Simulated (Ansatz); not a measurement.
Runs of Ansatz 0.2.0 on In2O3. The structure is trigonal, space group R-3c (No. 167). Conventional cell: a = 5.487 Å, b = 5.487 Å, c = 14.510 Å, α = 90.00°, β = 90.00°, γ = 120.00°. Around In (site symmetry 3) lie 6 O at 2.12 to 2.26 Å. O (site symmetry 2) has 4 In at 2.12 to 2.26 Å as nearest neighbours. 

```tsv
task	level	cell	k mesh	points for each segment of the path	mesh quality	gap on the mesh (eV)	pressure (GPa)	relaxed volume (Å³/atom)	largest force (eV/Å)
single point	PBE	as given	3 × 3 × 3	-	coarse	(b)	8.4	-	(c)
band structure	LDA	as given	6 × 6 × 6	10	not flagged	1.18	-3.2	-	0.17
relaxation of cell and atoms	BLYP+D3(BJ)	relaxed	6 × 6 × 6	-	not flagged	1.06	0.0	13.14	0.01
relaxation of cell and atoms	PBEsol	relaxed	6 × 6 × 6	-	not flagged	(a)	0.0	12.75	-
```

Alike in all rows: potentials or basis Ansatz PAW; no spin polarisation; cutoff (eV) 420; smearing fermi-dirac 0.05 eV.

Task: Fill in the values left out.

Result: (a) 1.12; (b) 1.30; (c) 0.12.

Caveats: some runs use coarse meshes; spin-orbit coupling is left out, which moves the levels of the heavy elements; the PAW data sets come from PBE, with cores solved anew for the run's functional, which leaves a small shift of forces and pressure (some runs); the plane-wave basis is chosen anew once the cell has moved, so the energies of steps on either side of that aren't comparable (some runs); odd divisions of the mesh miss points on the zone boundary, where band edges often lie, so the gap on the mesh can be too wide (some runs).

A k mesh can miss the band edges, and the runs leave out spin-orbit coupling on In.
